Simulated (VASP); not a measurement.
Set up this calculation in VASP 6.6.1, as the native input.

| Quantity | Value |
| --- | --- |
| Task | band structure |
| Functional | r2SCAN |
| Potentials or basis | VASP PAW PBE potentials, release 64 (Ta_pv, S) |
| Cutoff | 520 eV |
| k mesh | 9 × 9 × 5 |
| Occupations | fermi-dirac, width 0.05 eV |
| Spin | no spin polarisation |
| Further INCAR settings | ALGO = Normal; EDIFF = 1e-06; NBANDS = 18 |

The structure of TaS2 lies in POSCAR:

```
TaS2
1.0
    3.3500000000      0.0000000000      0.0000000000
   -1.6750000000      2.9011851027      0.0000000000
    0.0000000000      0.0000000000      5.8600000000
Ta S
1 2
Direct
    0.0000000000      0.0000000000      0.0000000000
    0.6666666667      0.3333333333      0.7500000000
    0.3333333333      0.6666666667      0.2500000000
```

The input as run:

INCAR

```
SYSTEM = TaS2
ALGO = Normal
EDIFF = 1E-6
ENCUT = 520
ISIF = 2
ISMEAR = -1
LASPH = .TRUE.
LCHARG = .FALSE.
LMAXMIX = 4
LMIXTAU = .TRUE.
LREAL = .FALSE.
LWAVE = .FALSE.
METAGGA = R2SCAN
NBANDS = 18
NELM = 60
PREC = Accurate
SIGMA = 0.05
```

KPOINTS

```
k-points
0
G
  9 9 5
  0 0 0
```

KPOINTS_OPT

```
path GMKGALHA,LM,KH
10
line-mode
reciprocal
 0.0000000000  0.0000000000  0.0000000000  G
 0.5000000000  0.0000000000  0.0000000000  M

 0.5000000000  0.0000000000  0.0000000000  M
 0.3333333333  0.3333333333  0.0000000000  K

 0.3333333333  0.3333333333  0.0000000000  K
 0.0000000000  0.0000000000  0.0000000000  G

 0.0000000000  0.0000000000  0.0000000000  G
 0.0000000000  0.0000000000  0.5000000000  A

 0.0000000000  0.0000000000  0.5000000000  A
 0.5000000000  0.0000000000  0.5000000000  L

 0.5000000000  0.0000000000  0.5000000000  L
 0.3333333333  0.3333333333  0.5000000000  H

 0.3333333333  0.3333333333  0.5000000000  H
 0.0000000000  0.0000000000  0.5000000000  A

 0.5000000000  0.0000000000  0.5000000000  L
 0.5000000000  0.0000000000  0.0000000000  M

 0.3333333333  0.3333333333  0.0000000000  K
 0.3333333333  0.3333333333  0.5000000000  H
```

Potentials or basis: VASP PAW PBE potentials, release 64 (Ta_pv, S).

Command:

```sh
$ cat potpaw_PBE.64/Ta_pv/POTCAR potpaw_PBE.64/S/POTCAR > POTCAR
$ mpirun -np 1 vasp_std > vasp.out
```

It gave:

```json
{
 "Pressure": "8.0 GPa",
 "Largest force": "1.025 eV/Å",
 "Band gap along the path": "none (metal or under the smearing width)"
}
```

Caveat: the PAW data sets were made with another functional, which shifts forces and pressure a little; spin-orbit coupling is left out, which moves the levels of the heavy elements.

Run time: 5.9 min on 1 thread of Intel(R) Xeon(R) Platinum 8559C (Emerald Rapids) (shared host), peak memory 0.23 GiB.
